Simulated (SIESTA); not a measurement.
## Ag in SIESTA: convergence with EnergyShift

Crystal: Ag.

```
Ag
1.0
    -0.00622    2.03863    2.06720
     2.01497    0.04695    2.01403
     2.08560    2.05608   -0.02368
Ag
1
Direct
  0.00221 0.02855 0.98957
```

The cell isn't the ideal one: cell strained at random at fixed volume.

* Program: SIESTA 5.4.2
* Task: single point
* Functional: RPBE
* Potentials or basis: PseudoDojo 0.4 standard (PBE files)
* Basis: DZP (energy shift 0.05 Ry; two zetas on semicore shells)
* Grid cutoff: 800 Ry
* Energy shift: 0.05 Ry
* k mesh: 8 × 8 × 8
* Occupations: fermi-dirac, width 0.05 eV
* Spin: no spin polarisation

These are the settings of the first run; the series varies EnergyShift, with any setting tied to it.

Hardware: 1 thread of Arm Neoverse N1 (shared host).

```csv
EnergyShift,"energy less the tightest run, at zero smearing (meV/atom)",pressure (GPa),SCF cycles,CPU time (s),peak memory (GiB)
0.05,5722.14,-58.83,9,11,0.16
0.03,2721.06,-10.97,10,14,0.16
0.02,1657.25,5.76,8,16,0.17
0.01,788.00,8.92,8,22,0.19
0.005,308.80,8.10,8,31,0.2
0.003,135.95,10.11,8,40,0.22
0.002,66.90,10.79,8,49,0.23
0.001,0.00,11.34,8,82,0.25
```

Not settled before the last step: the energy (to 1 meV/atom), the pressure (to 0.1 GPa). The tightest run that finished is the yardstick and may itself not be fully converged.

Caveat, for the tightest run too: short orbitals over semicore shells can move pressures by several GPa; the potentials were made for another functional, which shifts forces and pressure; the basis of atomic orbitals isn't converged, which shifts pressures, moduli and gaps.
